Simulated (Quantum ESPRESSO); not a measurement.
Al2Pt:

```
CELL_PARAMETERS angstrom
0.00000 2.95500 2.95500
2.95500 0.00000 2.95500
2.95500 2.95500 0.00000
ATOMIC_POSITIONS crystal
Pt 0.00000 0.00000 0.00000
Al 0.75000 0.75000 0.75000
Al 0.25000 0.25000 0.25000
```

| Item | Value |
| --- | --- |
| Program | Quantum ESPRESSO 7.5 |
| Task | single point |
| Functional | PBE |
| Potentials or basis | SSSP 1.3 efficiency PBE |
| Cutoff | 748 eV |
| Density cutoff | 5987 eV |
| k mesh | 8 × 8 × 8 |
| Occupations | fermi-dirac, width 0.05 eV |
| Spin | no spin polarisation |

On this cell: pressure 2.4 GPa; largest force zero by symmetry; band gap on the k mesh none (metal or under the smearing width).

The same run follows on a disturbed copy (atoms moved at random, drawn with an rms of 0.05 Å):

```
Pt Al
1.0
     0.00000    2.95500    2.95500
     2.95500    0.00000    2.95500
     2.95500    2.95500    0.00000
Pt Al
1 2
Cartesian
  -0.0611 0.0180 -0.0098
  4.4234 4.4254 4.4543
  1.4931 1.4997 1.4770
```

What changes?

The energy (extrapolated to zero smearing) moves by +8.0 meV/atom; pressure 2.6 GPa; largest force 0.581 eV/Å; band gap on the k mesh none (metal or under the smearing width).

Forces on the atoms (eV/Å):
```
Pt   0.554 -0.078  0.156
Al  -0.167  0.143 -0.164
Al  -0.387 -0.065  0.009
```

Stress tensor (GPa, compression positive):
```
 2.53  0.52 -0.63
 0.52  2.71 -0.67
-0.63 -0.67  2.68
```
